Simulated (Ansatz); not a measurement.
CuO (Tenorite):

```
CELL_PARAMETERS angstrom
2.34185 -1.71130 0.00000
2.34185 1.71130 0.00000
-0.85003 0.00000 5.05787
ATOMIC_POSITIONS crystal
Cu 0.50000 0.00000 0.50000
Cu 0.00000 0.50000 0.00000
O 0.41840 0.58160 0.75000
O 0.58160 0.41840 0.25000
```

Base run:

- Program: Ansatz 0.2.0
- Functional: PBEsol
- Potentials or basis: all-electron LAPW, scalar-relativistic
- Cutoff: 406 eV
- Density cutoff: 1625 eV
- Basis error allowed: 0.002 eV/atom
- k mesh: 10 × 10 × 5
- Occupations: fermi-dirac, width 0.05 eV
- Spin: no spin polarisation

Its results: band gap on the k mesh none (metal or under the smearing width); pressure -2.7 GPa; largest force 0.358 eV/Å.

Task: The run is repeated on the same cell with these changes: hubbard terms from none to Cu d U = 4 eV. What comes out?

Result: Band gap on the k mesh none (metal or under the smearing width); pressure -0.9 GPa; largest force 0.258 eV/Å.

Caveats: the run has no spin polarisation, though such a crystal can be magnetic; semilocal functionals often make such compounds metallic where correlation or magnetic order opens a gap, which also shifts bond lengths (some runs); U is the effective U less J, on atomic orbitals that reach past the spheres (some runs); U without spin polarisation on a metal has little footing (some runs).

Not every run made on this cell is shown here.
